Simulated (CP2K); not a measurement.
Runs of CP2K 2026.2 on Sr. Symmetry: Fm-3m, No. 225, cubic system. The conventional cell has a = 6.085 Å, b = 6.085 Å, c = 6.085 Å, α = 90.00°, β = 90.00°, γ = 90.00°. Sr (site symmetry m-3m) is surrounded by 12 Sr at 4.30 Å. 

```csv
level,cutoff of the non-local correlation (Ry),gap on the mesh (eV),pressure (GPa)
BLYP,-,none,0.0
revPBE,-,none,(a)
LDA,-,none,-1.5
MS2,-,none,0.0
optB88-vdW,300,none,-0.8
PBEsol,-,none,-0.9
```

Alike in all rows: task band structure; potentials or basis POTENTIAL_UZH Sr GTH-PBE-q10; TZVP-MOLOPT-PBE-GTH basis; no spin polarisation; cell as given; k mesh 8 × 8 × 8; smearing fermi-dirac 0.05 eV.

Problem. Fill in the values left out.

Solution. (a) 0.2.

Caveats: the potentials were made for another functional, which shifts forces and pressure; the basis of atomic orbitals isn't converged, which shifts pressures, moduli and gaps.

A k mesh can miss the band edges, and the runs leave out spin-orbit coupling on Sr.

A gap of «none» marks a metal or a gap under the smearing width.

Runs at the PBE level aren't shown here.
